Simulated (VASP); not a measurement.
Runs of VASP 6.6.1 on Cu. It takes space group P6_3/mmc (No. 194, hexagonal). The conventional cell has a = 2.465 Å, b = 2.465 Å, c = 4.000 Å, α = 90.00°, β = 90.00°, γ = 120.00°. Around Cu (site symmetry -6m2) lie 12 Cu at 2.45 to 2.46 Å. This isn't the form of Cu at room conditions, which is fcc.

| cell | gap on the mesh (eV) | pressure (GPa) |
| --- | --- | --- |
| P6_3/mmc, 10.52 Å³/atom | none | 25.7 |
| P6_3/mmc, 12.35 Å³/atom | none | -3.3 |
| P6_3/mmc, 12.05 Å³/atom | none | 0.1 |
| P6_3/mmc, 10.83 Å³/atom | none | (a) |

Alike in all rows: task single point; level PBE; potentials or basis VASP PAW PBE potentials, release 64 (Cu); no spin polarisation; k mesh 10 × 10 × 6; cutoff (eV) 520; smearing methfessel-paxton 0.05 eV.

Question: Fill in the values left out.

Answer: (a) 19.4.

Caveats: so large a pressure means that the cell lies far from this level's equilibrium, or that cutoff or potentials fall short (some runs).

A gap of «none» marks a metal or a gap under the smearing width.
